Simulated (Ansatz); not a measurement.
# Ge: the cost of one run

Program: Ansatz 0.2.0. Level of theory: DFT PBE, scalar-relativistic, plane waves, PAW. These are calculated values, not measurements.

**1. The system as given**

Symmetry: Cmcm, No. 63, orthorhombic system. The conventional cell has a = 8.246 Å, b = 6.025 Å, c = 3.822 Å, α = 90.00°, β = 90.00°, γ = 90.00°. Ge (site symmetry m) is surrounded by 2 Ge at 2.26 Å.

Structure file:

```xyz
4
Lattice="4.1232 -3.0125 0.0000 4.1232 3.0125 0.0000 0.0000 0.0000 3.8222" Properties=species:S:1:pos:R:3 pbc="T T T"
Ge    2.2428   -0.9345    0.9556
Ge    6.0035    0.9345    2.8667
Ge    6.0035   -0.9345    0.9556
Ge    2.2428    0.9345    2.8667
```

Recipe of the guess: random cell by space group and Wyckoff sites (Cmcm, No. 63). Lengths come from tabulated atomic sizes and are only a guess.

**2. A first look at the guess**

File input.yaml:

```yaml
crystal:
  lattice:
    - [4.12316158, -3.01251949, 0.0]
    - [4.12316158, 3.01251949, 0.0]
    - [0.0, 0.0, 3.82224717]
  atoms:
    - { symbol: Ge, position: [0.42707802, 0.1168776, 0.25] }
    - { symbol: Ge, position: [0.57292198, 0.8831224, 0.75] }
    - { symbol: Ge, position: [0.8831224, 0.57292198, 0.25] }
    - { symbol: Ge, position: [0.1168776, 0.42707802, 0.75] }
basis:
  ecutwfc: 420
kpoints:
  mp_grid: { grid: [4, 4, 4] }
hamiltonian:
  xc: pbe
scf:
  occupations: { method: gaussian, width: 0.1 }
  lower_state_search: "off"
output:
  forces: true
  stress: true
  eigenvalues: true
```

Started as:

```sh
$ ansatz run input.yaml --threads 1 --pin off --max-ram 2560MiB --backend cpu --events-out ev --progress --plain --runs-dir out
```

What time and memory should one allow on 1 thread of Arm Neoverse V1, shared host?

About 3.8 s, with a peak of 0.34 GiB.
